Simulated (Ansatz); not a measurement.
FeO under changes of volume

One of the cells (13.513 Å³/atom); the others are scaled copies at fixed shape and fractional positions:

```
Fe O
1.0
     0.00000    2.38188    2.38188
     2.38188    0.00000    2.38188
     2.38188    2.38188    0.00000
Fe O
1 1
Cartesian
  0.0000 0.0000 0.0000
  1.1909 1.1909 1.1909
```

The cell comes from a database or a generator and needn't be the stable form of this composition.

```yaml
Program: Ansatz 0.2.0
Functional: PBE
Potentials_or_basis: Ansatz PAW
Cutoff: "420 eV (not typed: the program's choice for these potentials)"
k_mesh: 10 × 10 × 10
Occupations: fermi-dirac, width 0.05 eV
Spin: collinear spin, ferromagnetic start
Starting_moments: "[3.0, 0.0] μB"
```

| volume (Å³/atom) | energy over the lowest point (meV/atom) | pressure (GPa) |
| --- | --- | --- |
| 12.702 | 0.00 | -5.6 |
| 12.973 | 11.60 | -8.0 |
| 13.243 | ? | ? |
| 13.513 | 45.77 | -11.9 |
| 13.784 | 67.43 | -13.6 |
| 14.054 | 91.83 | -15.1 |
| 14.324 | 118.47 | -16.4 |

Q: What does the run at 13.243 Å³/atom give?

A: Energy over the lowest point 27.00 meV/atom; pressure -10.1 GPa.

Worked out: A Birch-Murnaghan fit of order 3 (a polynomial in V^(-2/3)) to the other rows has no minimum within the range. It gives 27.00 meV/atom at 13.243 Å³/atom, against the run's 27.00, and -dE/dV = -10.2 GPa, against -10.1.

Energies are extrapolated to zero smearing.

Caveats: a cell with one magnetic atom can't hold antiferromagnetic order, which such compounds often take.
